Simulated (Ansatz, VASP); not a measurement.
TiAl3 in VASP and in Ansatz

```xyz
4
Lattice="3.9557 0.0000 0.0000 0.0000 3.9557 0.0000 0.0000 0.0000 3.9557" Properties=species:S:1:pos:R:3 pbc="T T T"
Ti    0.0000    0.0000    0.0000
Al    1.9778    1.9778    0.0000
Al    1.9778    0.0000    1.9778
Al    0.0000    1.9778    1.9778
```

The cell comes from a database or a generator and needn't be the stable form of this composition.

Alike in both runs: task single point; functional PBEsol; k mesh 8 × 8 × 8; occupations gaussian, width 0.05 eV; no spin polarisation.

```csv
,VASP,Ansatz
version,VASP 6.6.1,Ansatz 0.2.0
potentials or method,"VASP PAW PBE potentials, release 64 (Ti_sv, Al)","scalar-relativistic, plane waves, PAW"
plane-wave cutoff (eV),520,500
valence electrons in the cell,21,21
```

```csv
,VASP,Ansatz,Ansatz less VASP
gap on the k mesh at the Fermi level (eV),none,none,-
pressure (GPa),-0.6,-0.6,-0.01
```

A gap of «none» marks a metal or a gap that the smearing closes.

Caveats: the PAW data sets were made with another functional, which shifts forces and pressure a little (VASP).
